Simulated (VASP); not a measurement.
# Si (Fd-3m) in VASP: notebook

Aim: see how the results for Si move with the level of theory and the settings. Levels: LDA, PBE. Tasks: single point.

Program: VASP 6.6.1. These are calculated values, not measurements. Logs are shortened: lines on timing, memory, paths and dates and some standing lists are left out, and cuts for length are marked.

### 1 Starting point

Symmetry: Fd-3m, No. 227, cubic system. Conventional cell: a = 5.444 Å, b = 5.444 Å, c = 5.444 Å, α = 90.00°, β = 90.00°, γ = 90.00°. Si (site symmetry -43m) has 4 Si at 2.36 Å as nearest neighbours.

### 2 Single point, LDA (grid = ENCUT=400 dk=0.45 cell=3x3x2 ISMEAR=0 SIGMA=0.05 LREAL=Auto EDIFF=1e-06)

Contents of INCAR:

```
  PREC = Accurate
  ENCUT = 400
  EDIFF = 1E-6
  ISMEAR = 0
  SIGMA = 0.05
  LREAL = Auto
  LASPH = T
  NELM = 120
  ALGO = Fast
  ISIF = 2
  LWAVE = F
  LCHARG = F
  GGA = CA
  NBANDS = 89
  NCORE = 1
  KPAR = 2
```

Contents of KPOINTS:

```
regular mesh
0
Gamma
  2 2 3
```

Contents of POSCAR:

```
Si35Ge
1.0
    0.0000000000      8.1655535595      8.1655535595
    8.1655535595      0.0000000000      8.1655535595
    5.4437023730      5.4437023730      0.0000000000
Ge Si
1 35
Direct
    0.1666666667      0.1666666667      0.2500000000
    0.1666666667      0.1666666667      0.7500000000
    0.1666666667      0.5000000000      0.2500000000
    0.1666666667      0.5000000000      0.7500000000
    0.1666666667      0.8333333333      0.2500000000
    0.1666666667      0.8333333333      0.7500000000
    0.5000000000      0.1666666667      0.2500000000
    0.5000000000      0.1666666667      0.7500000000
    0.5000000000      0.5000000000      0.2500000000
    0.5000000000      0.5000000000      0.7500000000
    0.5000000000      0.8333333333      0.2500000000
    0.5000000000      0.8333333333      0.7500000000
    0.8333333333      0.1666666667      0.2500000000
    0.8333333333      0.1666666667      0.7500000000
    0.8333333333      0.5000000000      0.2500000000
    0.8333333333      0.5000000000      0.7500000000
    0.8333333333      0.8333333333      0.2500000000
    0.8333333333      0.8333333333      0.7500000000
    0.2500000000      0.2500000000      0.3750000000
    0.2500000000      0.2500000000      0.8750000000
    0.2500000000      0.5833333333      0.3750000000
    0.2500000000      0.5833333333      0.8750000000
    0.2500000000      0.9166666667      0.3750000000
    0.2500000000      0.9166666667      0.8750000000
    0.5833333333      0.2500000000      0.3750000000
    0.5833333333      0.2500000000      0.8750000000
    0.5833333333      0.5833333333      0.3750000000
    0.5833333333      0.5833333333      0.8750000000
    0.5833333333      0.9166666667      0.3750000000
    0.5833333333      0.9166666667      0.8750000000
    0.9166666667      0.2500000000      0.3750000000
    0.9166666667      0.2500000000      0.8750000000
    0.9166666667      0.5833333333      0.3750000000
    0.9166666667      0.5833333333      0.8750000000
    0.9166666667      0.9166666667      0.3750000000
    0.9166666667      0.9166666667      0.8750000000
```

Potentials or basis: VASP PAW LDA potentials, release 64 (Ge_d, Si).

Launch:

```console
> cat potpaw_LDA.64/Ge_d/POTCAR potpaw_LDA.64/Si/POTCAR > POTCAR
> mpirun -np 4 vasp_std > vasp.out
```

OUTCAR:

```text
PREC = Accurate
   ENCUT = 400
   EDIFF = 1E-6
   ISMEAR = 0
   LREAL = Auto
   LASPH = T
   NELM = 120
   ISIF = 2
   GGA = CA

 Found      6 irreducible k-points:

 Following reciprocal coordinates:
            Coordinates               Weight
  0.000000  0.000000  0.000000      1.000000
  0.500000  0.000000  0.000000      2.000000
  0.500000  0.500000  0.000000      1.000000
  0.000000  0.000000  0.333333      2.000000
  0.500000  0.000000  0.333333      4.000000
  0.500000  0.500000  0.333333      2.000000
   k-points           NKPTS =      6   k-points in BZ     NKDIM =      6   number of bands    NBANDS=     90
   number of dos      NEDOS =    301   number of ions     NIONS =     36
   total plane-waves  NPLWV = 320000
   dimension x,y,z NGX =    80 NGY =   80 NGZ =   50
   dimension x,y,z NGXF=   160 NGYF=  160 NGZF=  100
   ions per type =               1  35
   NGX,Y,Z   is equivalent  to a cutoff of  11.52, 11.52, 10.80 a.u.
   NGXF,Y,Z  is equivalent  to a cutoff of  23.03, 23.03, 21.59 a.u.
 SYSTEM =  unknown system
   PREC   = accura    normal or accurate (medium, high low for compatibility)
   ISTART =      0    job   : 0-new  1-cont  2-samecut
   ICHARG =      2    charge: 1-file 2-atom 10-const
   ISPIN  =      1    spin polarized calculation?
   LNONCOLLINEAR =      F non collinear calculations
   LSORBIT =      F    spin-orbit coupling
   LASPH  =      T    aspherical Exc in radial PAW
   ENCUT  =  400.0 eV  29.40 Ry    5.42 a.u.  18.83 18.83 12.55*2*pi/ulx,y,z
   NELM   =    120;   NELMIN=  2; NELMDL= -5     # of ELM steps
   EDIFF  = 0.1E-05   stopping-criterion for ELM
   LREAL  =      T    real-space projection
   EDIFFG = 0.1E-04   stopping-criterion for IOM
   NSW    =      0    number of steps for IOM
   IBRION =     -1    ionic relax: 0-MD 1-quasi-New 2-CG
   NFREE  =      0    steps in history (QN), initial steepest desc. (CG)
   ISIF   =      2    stress and relaxation
   ISYM   =      2    0-nonsym 1-usesym 2-fastsym
   POTIM  = 0.5000    time-step for ionic-motion
   TEBEG  =    0.0;   TEEND  =   0.0 temperature during run
   PSTRESS=    0.0 pullay stress
   NELECT =     154.0000    total number of electrons
   NUPDOWN=      -1.0000    fix difference up-down
   EMIN   =  10.00;   EMAX   =-10.00  energy-range for DOS
   EFERMI =   0.00;   METHOD = LEGACY
   ISMEAR =     0;   SIGMA  =   0.05  broadening in eV -4-tet -1-fermi 0-gaus
   EFERMI_NEDOS =   21; number of points for ismear=-14 and -15
   IALGO  =     68    algorithm
   IMIX   =      4    mixing-type and parameters
     AMIX     =   0.40;   BMIX     =  1.00
     AMIX_MAG =   1.60;   BMIX_MAG =  1.00
  volume/ion in A,a.u.               =      20.16       136.08
  Fermi-wavevector in a.u.,A,eV,Ry     =   0.976375  1.845081 12.970537  0.953308
  Thomas-Fermi vector in A             =   2.106988
   LORBIT       =      0    0 simple, 1 ext, 2 COOP (PROOUT), +10 PAW based schemes
   GGA     = CA    functional components
   LHFCALC =     F    Hartree Fock is set to
   AEXX    =    0.0000 exact exchange contribution
   IVDW    =     0    specifies the selected vdW correction
   LEPSILON=     F    determine dielectric tensor
   LRPA    =     F    only Hartree local field effects (RPA)
 non-spin polarized calculation
 RMM-DIIS sequential band-by-band and
 Gauss-broadening in eV      SIGMA  =   0.05
  energy-cutoff  :      400.00
  volume of cell :      725.93
 maximum number of plane-waves:     13253
 NGX is ok and might be reduce to    80

 number of electron     154.0000000 magnetization

 Free energy of the ion-electron system (eV)
  ---------------------------------------------------
  ext. energy  EPLUGINS =         0.00000000
  ---------------------------------------------------
  free energy    TOTEN  =      -213.20448929 eV

  energy without entropy =     -213.20448929  energy(sigma->0) =     -213.20448929

 E-fermi :   5.9838     XC(G=0):  -9.6111

 val. band max:        5.7107275204   @ k =   0.0000   0.0000   0.0000
 cond. band min:       6.3076696862   @ k =   0.5000   0.5000   0.0000
 fundamental gap:      0.5969421657
 Fermi energy:         5.9837824852

 k-point     1 :       0.0000    0.0000    0.0000
  band No.  band energies     occupation
      1     -18.5956      2.00000
      2     -18.5956      2.00000
      3     -18.5956      2.00000
      4     -18.5661      2.00000
      5     -18.5661      2.00000
      6      -6.2664      2.00000
[... 81 lines left out ...]
     88       7.3283      0.00000
     89       7.3317      0.00000

 k-point     2 :       0.5000    0.0000    0.0000
  band No.  band energies     occupation
      1     -18.5956      2.00000
      2     -18.5956      2.00000
      3     -18.5955      2.00000
      4     -18.5661      2.00000
      5     -18.5661      2.00000
      6      -5.9581      2.00000
[... 81 lines left out ...]
     88       7.6828      0.00000
     89       7.9248      0.00000

 k-point     3 :       0.5000    0.5000    0.0000
  band No.  band energies     occupation
      1     -18.5956      2.00000
      2     -18.5956      2.00000
      3     -18.5955      2.00000
      4     -18.5661      2.00000
      5     -18.5661      2.00000
      6      -5.8447      2.00000
[... 81 lines left out ...]
     88       7.6457      0.00000
     89       7.6483      0.00000

 k-point     4 :       0.0000    0.0000    0.3333
  band No.  band energies     occupation
      1     -18.5956      2.00000
      2     -18.5956      2.00000
      3     -18.5955      2.00000
      4     -18.5661      2.00000
      5     -18.5661      2.00000
      6      -5.9130      2.00000
[... 81 lines left out ...]
     88       7.5848      0.00000
     89       7.5930      0.00000

 k-point     5 :       0.5000    0.0000    0.3333
  band No.  band energies     occupation
      1     -18.5956      2.00000
      2     -18.5956      2.00000
      3     -18.5955      2.00000
      4     -18.5661      2.00000
      5     -18.5661      2.00000
      6      -5.7975      2.00000
[... 81 lines left out ...]
     88       8.3740      0.00000
     89       8.3886      0.00000

 k-point     6 :       0.5000    0.5000    0.3333
  band No.  band energies     occupation
      1     -18.5956      2.00000
      2     -18.5956      2.00000
      3     -18.5955      2.00000
      4     -18.5661      2.00000
      5     -18.5660      2.00000
      6      -5.9137      2.00000
[... 81 lines left out ...]
     88       8.3732      0.00000
     89       8.3842      0.00000
 [bands above 89 left out]

------------------------ aborting loop because EDIFF is reached ----------------------------------------

  FORCE on cell =-STRESS in cart. coord.  units (eV):
  Direction    XX          YY          ZZ          XY          YZ          ZX
  --------------------------------------------------------------------------------------
  -------------------------------------------------------------------------------------
  Total       -8.0246165     -8.0246165     -8.0251189      0.0038057     -0.0042617     -0.0042617
  in kB      -17.7108431    -17.7108431    -17.7119521      0.0083994     -0.0094059     -0.0094059
  external PRESSURE =     -17.7112128 kB  Pullay stress =       0.0000000 kB

 VOLUME and BASIS-vectors are now :
 -----------------------------------------------------------------------------
  energy-cutoff  :      400.00
  volume of cell :      725.93
      direct lattice vectors                 reciprocal lattice vectors
     0.000000000  8.165553559  8.165553559    -0.061232836  0.061232836  0.061232836
     8.165553559  0.000000000  8.165553559     0.061232836 -0.061232836  0.061232836
     5.443702373  5.443702373  0.000000000     0.091849254  0.091849254 -0.091849254

 POSITION                                       TOTAL-FORCE (eV/Angst)
 -----------------------------------------------------------------------------------
      2.72185      2.72185      2.72185         0.001035      0.001035      0.000051
      5.44370      5.44370      2.72185        -0.001602     -0.001602      0.021856
      5.44370      2.72185      5.44370        -0.002976      0.011668     -0.003193
      8.16555      5.44370      5.44370        -0.009096      0.001741     -0.000787
      8.16555      2.72185      8.16555         0.002436      0.010603      0.002293
     10.88740      5.44370      8.16555        -0.009064     -0.002372      0.001320
[... 28 lines left out ...]
      9.52648      9.52648     14.97018        -0.000820     -0.000820      0.000467
     12.24833     12.24833     14.97018        -0.001150     -0.001150      0.000776
 -----------------------------------------------------------------------------------
    total drift:                               -0.003672     -0.003672     -0.000485

  FREE ENERGIE OF THE ION-ELECTRON SYSTEM (eV)
  ---------------------------------------------------
  free  energy   TOTEN  =      -213.2044892935 eV

  energy  without entropy=     -213.2044892935  energy(sigma->0) =     -213.20448929
```

It took 2.3 min on 4 MPI ranks of Intel Xeon Platinum 8488C (Sapphire Rapids), shared host; peak memory 0.4 GiB.

The run converged, but some of its settings lie outside the range that counts as converged, so its numbers aren't taken as properties of the crystal.

What came out:

```
Free energy            : -213.2045 eV
Pressure               : -1.8 GPa
Largest force          : 0.390 eV/Å
Band gap on the k mesh : 0.60 eV, indirect (least direct gap 0.61 eV)
```

### 3 Single point, LDA (grid = ENCUT=600 dk=0.45 cell=3x3x2 ISMEAR=0 SIGMA=0.05 LREAL=Auto EDIFF=1e-06)

INCAR, as its differences from that of step 2:

```diff
@@ -1,3 +1,3 @@
   PREC = Accurate
-  ENCUT = 400
+  ENCUT = 600
   EDIFF = 1E-6
```

KPOINTS is that of step 2.

POSCAR is that of step 2.

Potentials or basis: VASP PAW LDA potentials, release 64 (Ge_d, Si).

Launch:

```console
> cat potpaw_LDA.64/Ge_d/POTCAR potpaw_LDA.64/Si/POTCAR > POTCAR
> mpirun -np 4 vasp_std > vasp.out
```

It took 5.5 min on 4 MPI ranks of Intel Xeon Platinum 8488C (Sapphire Rapids), shared host; peak memory 0.6 GiB.

The run converged, but some of its settings lie outside the range that counts as converged, so its numbers aren't taken as properties of the crystal.

Results:

| Item | Value |
| --- | --- |
| Free energy | -213.2077 eV |
| Pressure | -1.8 GPa |
| Largest force | 0.389 eV/Å |
| Band gap on the k mesh | 0.60 eV, indirect (least direct gap 0.61 eV) |

### 4 Single point, PBE

This run uses another cell than the first one: it holds 2 atoms, not 36.

Contents of INCAR:

```
SYSTEM = Si
ALGO = Normal ; EDIFF = 1E-7
ENCUT = 520 ; GGA = PE
ISIF = 2 ; ISMEAR = 0
LASPH = .True. ; LCHARG = .False.
LREAL = .False. ; LWAVE = .False.
NELM = 80 ; PREC = Accurate
SIGMA = 0.025
```

Contents of KPOINTS:

```
k-points
0
Gamma
  8 8 8
  0 0 0
```

Contents of POSCAR:

```
Si
1.0
    0.0000000000      2.7218511865      2.7218511865
    2.7218511865      0.0000000000      2.7218511865
    2.7218511865      2.7218511865      0.0000000000
Si
2
Direct
    0.5000000000      0.5000000000      0.5000000000
    0.7500000000      0.7500000000      0.7500000000
```

Potentials or basis: VASP PAW PBE potentials, release 64 (Si).

Launch:

```console
> cat potpaw_PBE.64/Si/POTCAR > POTCAR
> mpirun -np 1 vasp_std > vasp.out
```

It took 5.1 s on 1 thread of Intel Xeon 6975P-C (Granite Rapids), shared host; peak memory 0.15 GiB.

It converged, with:

```yaml
Free_energy: -10.8439 eV
Pressure: 1.3 GPa
Band_gap_on_the_k_mesh: 0.63 eV, indirect (least direct gap 2.56 eV)
```

Levels at points of the mesh, in eV from the valence-band top:
```csv
k point,band 1,band 2,band 3,band 4,band 5,band 6,band 7,band 8
"(0.00, 0.00, 0.00)",-11.91,0.00,0.00,0.00,2.56,2.56,2.56,3.29
"(0.50, 0.00, 0.00)",-9.60,-6.93,-1.19,-1.19,1.51,3.34,3.34,7.72
"(0.50, 0.50, 0.00)",-7.79,-7.79,-2.83,-2.83,0.72,0.72,10.05,10.05
```

A k mesh can miss the band edges.

### 5 For comparison

An earlier run on the cell as given: functional PBE; potentials or basis VASP PAW PBE potentials, release 64 (Si); cutoff 520 eV; k mesh 8 × 8 × 8; occupations fermi-dirac, width 0.05 eV; no spin polarisation.

- Pressure: 1.3 GPa
- Band gap on the k mesh: 0.63 eV, indirect (least direct gap 2.56 eV)
